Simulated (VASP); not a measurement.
# GaN (P6_3mc) in VASP: notebook

The runs below take GaN through relaxation of cell and atoms, with LDA.

All numbers are computed with VASP 6.6.1; they aren't measurements. Logs are shortened: lines on timing, memory, paths and dates and some standing lists are left out, and cuts for length are marked.

## 1. The structure

Symmetry: P6_3mc, No. 186, hexagonal system. The conventional cell has a = 3.180 Å, b = 3.180 Å, c = 5.166 Å, α = 90.00°, β = 90.00°, γ = 120.00°. Around Ga (site symmetry 3m) lie 4 N at 1.94 to 1.95 Å. N (site symmetry 3m) has 4 Ga at 1.94 to 1.95 Å as nearest neighbours.

## 2. Relaxation of cell and atoms, LDA

Input file INCAR:

```
SYSTEM = GaN
ALGO = Normal
EDIFF = 1E-7
EDIFFG = -0.002
ENCUT = 520
GGA = CA
IBRION = 2
ISIF = 3
ISMEAR = 0
KPAR = 4
LASPH = .TRUE.
LCHARG = .FALSE.
LREAL = .FALSE.
LWAVE = .FALSE.
NELM = 60
NSW = 80
PREC = Accurate
SIGMA = 0.02
```

Input file KPOINTS:

```
k-points
0
G
  12 12 6
  0 0 0
```

Input file POSCAR:

```
GaN
1.0
    3.1800000000      0.0000000000      0.0000000000
   -1.5900000000      2.7539607800      0.0000000000
    0.0000000000      0.0000000000      5.1660000000
Ga N
2 2
Direct
    0.3333333300      0.6666666700      0.0000000000
    0.6666666700      0.3333333300      0.5000000000
    0.3333333300      0.6666666700      0.3750000000
    0.6666666700      0.3333333300      0.8750000000
```

Potentials or basis: VASP PAW LDA potentials, release 64 (Ga_d, N).

Run with:

```
$ cat potpaw_LDA.64/Ga_d/POTCAR potpaw_LDA.64/N/POTCAR > POTCAR
$ mpirun -np 4 vasp_std > vasp.out
```

OUTCAR:

```text
SYSTEM = GaN
   EDIFF = 1E-7
   EDIFFG = -0.002
   ENCUT = 520
   GGA = CA
   IBRION = 2
   ISIF = 3
   ISMEAR = 0
   LASPH = .TRUE.
   LREAL = .FALSE.
   NELM = 60
   NSW = 80
   PREC = Accurate

 ion  position               nearest neighbor table
   1  0.333  0.667  0.000-   3 1.94   4 1.95   4 1.95   4 1.95
   2  0.667  0.333  0.500-   4 1.94   3 1.95   3 1.95   3 1.95
   3  0.333  0.667  0.375-   1 1.94   2 1.95   2 1.95   2 1.95
   4  0.667  0.333  0.875-   2 1.94   1 1.95   1 1.95   1 1.95

  LATTYP: Found a hexagonal cell.
 ALAT       =     3.1800000000
 C/A-ratio  =     1.6245283019

  Lattice vectors:

 A1 = (   3.1800000000,   0.0000000000,   0.0000000000)
 A2 = (  -1.5900000000,   2.7539607800,   0.0000000000)
 A3 = (   0.0000000000,   0.0000000000,   5.1660000000)

Analysis of symmetry for initial positions (statically):
=====================================================================
 Subroutine PRICEL returns:
 Original cell was already a primitive cell.

 Routine SETGRP: Setting up the symmetry group for a
 hexagonal supercell.

 Subroutine GETGRP returns: Found 12 space group operations
 (whereof  6 operations were pure point group operations)
 out of a pool of 24 trial point group operations.

The static configuration has the point symmetry C_3v.
 The point group associated with its full space group is C_6v.

Analysis of symmetry for dynamics (positions and initial velocities):
=====================================================================
 Subroutine PRICEL returns:
 Original cell was already a primitive cell.

 Routine SETGRP: Setting up the symmetry group for a
 hexagonal supercell.

 Subroutine GETGRP returns: Found 12 space group operations
 (whereof  6 operations were pure point group operations)
 out of a pool of 24 trial point group operations.

The dynamic configuration has the point symmetry C_3v.
 The point group associated with its full space group is C_6v.

 Subroutine INISYM returns: Found 12 space group operations
 (whereof  6 operations are pure point group operations),
 and found     1 'primitive' translations

----------------------------------------------------------------------------------------

                                     Primitive cell

  volume of cell :      45.2417

  direct lattice vectors                    reciprocal lattice vectors
     3.180000000  0.000000000  0.000000000     0.314465409  0.181556689  0.000000000
    -1.590000000  2.753960780  0.000000000     0.000000000  0.363113377  0.000000000
     0.000000000  0.000000000  5.166000000     0.000000000  0.000000000  0.193573364

  length of vectors
     3.180000000  3.179999997  5.166000000     0.363113377  0.363113377  0.193573364

  position of ions in fractional coordinates (direct lattice)
     0.333333330  0.666666670  0.000000000
     0.666666670  0.333333330  0.500000000
     0.333333330  0.666666670  0.375000000
     0.666666670  0.333333330  0.875000000

  ion indices of the primitive-cell ions
   primitive index   ion index
                 1           1
                 2           2
                 3           3
                 4           4

----------------------------------------------------------------------------------------

 KPOINTS: k-points

Automatic generation of k-mesh.
 Grid dimensions read from file:
 generate k-points for:   12   12    6

 Generating k-lattice:

  Cartesian coordinates                     Fractional coordinates (reciprocal lattice)
     0.026205451  0.015129724  0.000000000     0.083333333  0.000000000  0.000000000
     0.000000000  0.030259448  0.000000000     0.000000000  0.083333333  0.000000000
     0.000000000  0.000000000  0.032262227     0.000000000  0.000000000  0.166666667

  Length of vectors
     0.030259448  0.030259448  0.032262227

  Shift w.r.t. Gamma in fractional coordinates (k-lattice)
     0.000000000  0.000000000  0.000000000

 Subroutine IBZKPT returns following result:
 ===========================================

 Found     76 irreducible k-points:

 Following reciprocal coordinates:
            Coordinates               Weight
  0.000000  0.000000  0.000000      1.000000
  0.083333  0.000000  0.000000      6.000000
  0.166667 -0.000000  0.000000      6.000000
  0.250000 -0.000000  0.000000      6.000000
  0.333333  0.000000  0.000000      6.000000
  0.416667 -0.000000  0.000000      6.000000
[... 16 lines left out ...]
  0.250000 -0.000000  0.166667     12.000000
  0.333333  0.000000  0.166667     12.000000
 [... further k-points ...]
   k-points           NKPTS =     76   k-points in BZ     NKDIM =     76   number of bands    NBANDS=     22
   number of dos      NEDOS =    301   number of ions     NIONS =      4
   total plane-waves  NPLWV =  23040
   dimension x,y,z NGX =    24 NGY =   24 NGZ =   40
   dimension x,y,z NGXF=    48 NGYF=   48 NGZF=   80
   ions per type =               2   2
   NGX,Y,Z   is equivalent  to a cutoff of  12.55, 12.55, 12.87 a.u.
   NGXF,Y,Z  is equivalent  to a cutoff of  25.09, 25.09, 25.74 a.u.
 SYSTEM =  GaN
   PREC   = accura    normal or accurate (medium, high low for compatibility)
   ISTART =      0    job   : 0-new  1-cont  2-samecut
   ICHARG =      2    charge: 1-file 2-atom 10-const
   ISPIN  =      1    spin polarized calculation?
   LNONCOLLINEAR =      F non collinear calculations
   LSORBIT =      F    spin-orbit coupling
   LASPH  =      T    aspherical Exc in radial PAW
   ENCUT  =  520.0 eV  38.22 Ry    6.18 a.u.   5.91  5.91  9.61*2*pi/ulx,y,z
   NELM   =     60;   NELMIN=  2; NELMDL= -5     # of ELM steps
   EDIFF  = 0.1E-06   stopping-criterion for ELM
   LREAL  =      F    real-space projection
   EDIFFG = -.2E-02   stopping-criterion for IOM
   NSW    =     80    number of steps for IOM
   IBRION =      2    ionic relax: 0-MD 1-quasi-New 2-CG
   NFREE  =      1    steps in history (QN), initial steepest desc. (CG)
   ISIF   =      3    stress and relaxation
   ISYM   =      2    0-nonsym 1-usesym 2-fastsym
   POTIM  = 0.5000    time-step for ionic-motion
   TEBEG  =    0.0;   TEEND  =   0.0 temperature during run
   PSTRESS=    0.0 pullay stress
   NELECT =      36.0000    total number of electrons
   NUPDOWN=      -1.0000    fix difference up-down
   EMIN   =  10.00;   EMAX   =-10.00  energy-range for DOS
   EFERMI =   0.00;   METHOD = LEGACY
   ISMEAR =     0;   SIGMA  =   0.02  broadening in eV -4-tet -1-fermi 0-gaus
   EFERMI_NEDOS =   21; number of points for ismear=-14 and -15
   IALGO  =     38    algorithm
   IMIX   =      4    mixing-type and parameters
     AMIX     =   0.40;   BMIX     =  1.00
     AMIX_MAG =   1.60;   BMIX_MAG =  1.00
  volume/ion in A,a.u.               =      11.31        76.33
  Fermi-wavevector in a.u.,A,eV,Ry     =   1.517036  2.866782 31.312427  2.301398
  Thomas-Fermi vector in A             =   2.626345
   LORBIT       =      0    0 simple, 1 ext, 2 COOP (PROOUT), +10 PAW based schemes
   GGA     = CA    functional components
   LHFCALC =     F    Hartree Fock is set to
   AEXX    =    0.0000 exact exchange contribution
   IVDW    =     0    specifies the selected vdW correction
   LEPSILON=     F    determine dielectric tensor
   LRPA    =     F    only Hartree local field effects (RPA)
 conjugate gradient relaxation of ions
 non-spin polarized calculation
 Gauss-broadening in eV      SIGMA  =   0.02
  energy-cutoff  :      520.00
  volume of cell :       45.24
 maximum number of plane-waves:      1236
 NGX is ok and might be reduce to    24
   NGX = 11   NGY = 11   NGZ = 19

--------------------------------------- Ionic step        1  -------------------------------------------

 number of electron      35.9999999 magnetization

 Free energy of the ion-electron system (eV)
  ---------------------------------------------------
  ext. energy  EPLUGINS =         0.00000000
  ---------------------------------------------------
  free energy    TOTEN  =       -27.90095398 eV

  energy without entropy =      -27.90095398  energy(sigma->0) =      -27.90095398

------------------------ aborting loop because EDIFF is reached ----------------------------------------

  FORCE on cell =-STRESS in cart. coord.  units (eV):
  Direction    XX          YY          ZZ          XY          YZ          ZX
  --------------------------------------------------------------------------------------
  -------------------------------------------------------------------------------------
  Total       -1.1768486     -1.1768486     -0.5622609      0.0000000      0.0000000      0.0000000
  in kB      -41.6765649    -41.6765647    -19.9117375      0.0000000      0.0000000      0.0000000
  external PRESSURE =     -34.4216224 kB  Pullay stress =       0.0000000 kB
[... 95 lines left out ...]
  FREE ENERGIE OF THE ION-ELECTRON SYSTEM (eV)
  ---------------------------------------------------
  free  energy   TOTEN  =       -27.9112535781 eV

  energy  without entropy=      -27.9112535781  energy(sigma->0) =      -27.91125358

[... ionic steps 4 to 7 ...]

--------------------------------------- Ionic step        8  -------------------------------------------

 number of electron      36.0000025 magnetization

------------------------ aborting loop because EDIFF is reached ----------------------------------------

  FORCE on cell =-STRESS in cart. coord.  units (eV):
  Direction    XX          YY          ZZ          XY          YZ          ZX
  --------------------------------------------------------------------------------------
  -------------------------------------------------------------------------------------
  Total        0.0040328      0.0040328     -0.0138250      0.0000000     -0.0000000      0.0000000
  in kB        0.1453470      0.1453470     -0.4982644      0.0000000     -0.0000000      0.0000000
  external PRESSURE =      -0.0691901 kB  Pullay stress =       0.0000000 kB
[... 61 lines left out ...]
  energy  without entropy=      -27.9112623996  energy(sigma->0) =      -27.91126240

--------------------------------------- Ionic step       10  -------------------------------------------

 number of electron      36.0000025 magnetization

 Free energy of the ion-electron system (eV)
  ---------------------------------------------------
  ext. energy  EPLUGINS =         0.00000000
  ---------------------------------------------------
  free energy    TOTEN  =       -27.91126510 eV

  energy without entropy =      -27.91126510  energy(sigma->0) =      -27.91126510

 E-fermi :   5.5299     XC(G=0): -12.2686

 val. band max:        5.3775841864   @ k =   0.0000   0.0000   0.0000
 cond. band min:       7.4848930364   @ k =   0.0000   0.0000   0.0000
 fundamental gap:      2.1073088499
 Fermi energy:         5.5298665964

 k-point     1 :       0.0000    0.0000    0.0000
  band No.  band energies     occupation
      1     -10.7154      2.00000
      2      -9.7536      2.00000
      3      -8.2037      2.00000
      4      -8.1864      2.00000
      5      -8.1864      2.00000
      6      -8.1205      2.00000
[... 574 lines left out ...]
      6      -7.9649      2.00000
[... 14 lines left out ...]
     21      12.3911      0.00000
     22      13.6671      0.00000

 [... further k-points ...]

------------------------ aborting loop because EDIFF is reached ----------------------------------------

  FORCE on cell =-STRESS in cart. coord.  units (eV):
  Direction    XX          YY          ZZ          XY          YZ          ZX
  --------------------------------------------------------------------------------------
  -------------------------------------------------------------------------------------
  Total        0.0042895      0.0042895     -0.0007712      0.0000000      0.0000000      0.0000000
  in kB        0.1546035      0.1546035     -0.0277972      0.0000000      0.0000000      0.0000000
  external PRESSURE =       0.0938033 kB  Pullay stress =       0.0000000 kB
[... 19 lines left out ...]
  FREE ENERGIE OF THE ION-ELECTRON SYSTEM (eV)
  ---------------------------------------------------
  free  energy   TOTEN  =       -27.9112651015 eV

  energy  without entropy=      -27.9112651015  energy(sigma->0) =      -27.91126510

 reached required accuracy - stopping structural energy minimisation
```

Run time: 88 s. Hardware: 4 MPI ranks of Intel Xeon Platinum 8488C (Sapphire Rapids), shared host; peak memory 0.18 GiB.

Results:

| Quantity | Value |
| --- | --- |
| Free energy | -27.9113 eV |
| Relaxed volume | 11.11 Å³/atom |
| Relaxed cell | a = 3.158 Å, b = 3.158 Å, c = 5.148 Å, α = 90.00°, β = 90.00°, γ = 120.00° |
| Space group after relaxing (to 0.05 Å) | P6_3mc (No. 186) |
| Energy gained by relaxing | 2.6 meV/atom |
| Ionic steps | 10 |
| Pressure after relaxing | 0.0 GPa |
| Band gap on the k mesh | 2.11 eV, direct |

The path:
```
step  energy change (eV)  largest force (eV/Å)  pressure (GPa)  volume (Å³)
   1              0.0000                0.1278           -3.44        45.24
   2              0.0001                0.1153            3.73        43.67
   3             -0.0103                0.0114           -0.01        44.45
   4             -0.0103                0.0089            0.08        44.43
   5             -0.0103                0.0004           -0.15        44.47
   6             -0.0103                0.0027            0.00        44.45
   7             -0.0103                0.0018           -0.06        44.46
   8             -0.0103                0.0028           -0.01        44.45
   9             -0.0103                0.0021           -0.02        44.46
  10             -0.0103                0.0009            0.01        44.45
```

Final structure:
```
CELL_PARAMETERS angstrom
3.15759 0.00000 0.00000
-1.57879 2.73455 0.00000
0.00000 0.00000 5.14821
ATOMIC_POSITIONS crystal
Ga 0.33333 0.66667 0.99931
Ga 0.66667 0.33333 0.49931
N 0.33333 0.66667 0.37569
N 0.66667 0.33333 0.87569
```

LDA usually gives volumes a few per cent too small. Zero-point motion and thermal expansion aren't in these numbers.

## 3. Relaxation of cell and atoms, LDA

This run uses another cell than the first one, of 11.11 Å³/atom, 0.983 times its volume.

INCAR is that of step 2.

KPOINTS is that of step 2.

Input file POSCAR:

```
GaN                                     
1.0
    3.1575866101      0.0000000000     -0.0000000000
   -1.5787933051      2.7345502150      0.0000000000
   -0.0000000000     -0.0000000000      5.1482071971
  Ga              N             
     2     2
Direct
     0.3333333300000021    0.6666666699999979    0.9993127048864248
     0.6666666699999979    0.3333333300000021    0.4993127048864248
     0.3333333300000021    0.6666666699999979    0.3756872951135752
     0.6666666699999979    0.3333333300000021    0.8756872951135752
```

Potentials or basis: VASP PAW LDA potentials, release 64 (Ga_d, N).

Run with:

```
$ cat potpaw_LDA.64/Ga_d/POTCAR potpaw_LDA.64/N/POTCAR > POTCAR
$ mpirun -np 4 vasp_std > vasp.out
```

OUTCAR:

```text
SYSTEM = GaN
   EDIFF = 1E-7
   EDIFFG = -0.002
   ENCUT = 520
   GGA = CA
   IBRION = 2
   ISIF = 3
   ISMEAR = 0
   LASPH = .TRUE.
   LREAL = .FALSE.
   NELM = 60
   NSW = 80
   PREC = Accurate

 ion  position               nearest neighbor table
   1  0.333  0.667  0.999-   4 1.93   4 1.93   4 1.93   3 1.94
   2  0.667  0.333  0.499-   3 1.93   3 1.93   3 1.93   4 1.94
   3  0.333  0.667  0.376-   2 1.93   2 1.93   2 1.93   1 1.94
   4  0.667  0.333  0.876-   1 1.93   1 1.93   1 1.93   2 1.94

  LATTYP: Found a hexagonal cell.
 ALAT       =     3.1575866101
 C/A-ratio  =     1.6304246986

  Lattice vectors:

 A1 = (   3.1575866101,   0.0000000000,   0.0000000000)
 A2 = (  -1.5787933051,   2.7345502150,   0.0000000000)
 A3 = (   0.0000000000,   0.0000000000,   5.1482071971)

Analysis of symmetry for initial positions (statically):
=====================================================================
 Subroutine PRICEL returns:
 Original cell was already a primitive cell.

 Routine SETGRP: Setting up the symmetry group for a
 hexagonal supercell.

 Subroutine GETGRP returns: Found 12 space group operations
[... 181 lines left out ...]
  -------------------------------------------------------------------------------------
  Total       -0.0078634     -0.0078634     -0.0129886      0.0000000      0.0000000     -0.0000000
  in kB       -0.2834170     -0.2834170     -0.4681390      0.0000000      0.0000000     -0.0000000
  external PRESSURE =      -0.3449910 kB  Pullay stress =       0.0000000 kB
[... 63 lines left out ...]
--------------------------------------- Ionic step        3  -------------------------------------------

 number of electron      36.0000026 magnetization

 Free energy of the ion-electron system (eV)
  ---------------------------------------------------
  ext. energy  EPLUGINS =         0.00000000
  ---------------------------------------------------
  free energy    TOTEN  =       -27.91084051 eV

  energy without entropy =      -27.91084051  energy(sigma->0) =      -27.91084051

 E-fermi :   5.5315     XC(G=0): -12.2694

 val. band max:        5.3792472493   @ k =   0.0000   0.0000   0.0000
 cond. band min:       7.4877128459   @ k =   0.0000   0.0000   0.0000
 fundamental gap:      2.1084655966
 Fermi energy:         5.5314974865

 k-point     1 :       0.0000    0.0000    0.0000
  band No.  band energies     occupation
      1     -10.7150      2.00000
      2      -9.7526      2.00000
      3      -8.2021      2.00000
      4      -8.1849      2.00000
      5      -8.1849      2.00000
      6      -8.1189      2.00000
[... 589 lines left out ...]
     21      12.3937      0.00000
     22      13.6698      0.00000

 [... further k-points ...]

------------------------ aborting loop because EDIFF is reached ----------------------------------------

  FORCE on cell =-STRESS in cart. coord.  units (eV):
  Direction    XX          YY          ZZ          XY          YZ          ZX
  --------------------------------------------------------------------------------------
  -------------------------------------------------------------------------------------
  Total        0.0018262      0.0018262     -0.0016668     -0.0000000      0.0000000      0.0000000
  in kB        0.0658288      0.0658288     -0.0600855     -0.0000000      0.0000000      0.0000000
  external PRESSURE =       0.0238574 kB  Pullay stress =       0.0000000 kB
[... 19 lines left out ...]
  FREE ENERGIE OF THE ION-ELECTRON SYSTEM (eV)
  ---------------------------------------------------
  free  energy   TOTEN  =       -27.9108405084 eV

  energy  without entropy=      -27.9108405084  energy(sigma->0) =      -27.91084051

 reached required accuracy - stopping structural energy minimisation
```

CONTCAR:

```text
GaN
   1.00000000000000
     3.1574583067692750    0.0000000000000023   -0.0000000000000000
    -1.5787291534346335    2.7344391010566880    0.0000000000000000
     0.0000000000000000    0.0000000000000000    5.1478616655747391
  Ga              N
     2     2
Direct
     0.3333333300000021    0.6666666699999979    0.9993087300497571
     0.6666666699999979    0.3333333300000021    0.4993087300497571
     0.3333333300000021    0.6666666699999979    0.3756912699502429
     0.6666666699999979    0.3333333300000021    0.8756912699502429

  0.00000000E+00  0.00000000E+00  0.00000000E+00
  0.00000000E+00  0.00000000E+00  0.00000000E+00
  0.00000000E+00  0.00000000E+00  0.00000000E+00
  0.00000000E+00  0.00000000E+00  0.00000000E+00
```

Wall time 34 s (4 MPI ranks of Intel Xeon Platinum 8488C (Sapphire Rapids), shared host); peak memory 0.17 GiB.

Results:

```yaml
Free_energy: -27.9108 eV
Relaxed_volume: 11.11 Å³/atom
Relaxed_cell: a = 3.157 Å, b = 3.157 Å, c = 5.148 Å, α = 90.00°, β = 90.00°, γ = 120.00°
Space_group_after_relaxing_to_0.05_Å: P6_3mc (No. 186)
Energy_gained_by_relaxing: 0.0 meV/atom
Ionic_steps: 3
Pressure_after_relaxing: 0.0 GPa
Band_gap_on_the_k_mesh: 2.11 eV, direct
```

Final structure:
```
Ga N
1.0
     3.15746    0.00000    0.00000
    -1.57873    2.73444    0.00000
     0.00000    0.00000    5.14786
Ga N
2 2
Cartesian
  0.0000 1.8230 5.1443
  1.5787 0.9115 2.5704
  0.0000 1.8230 1.9340
  1.5787 0.9115 4.5079
```
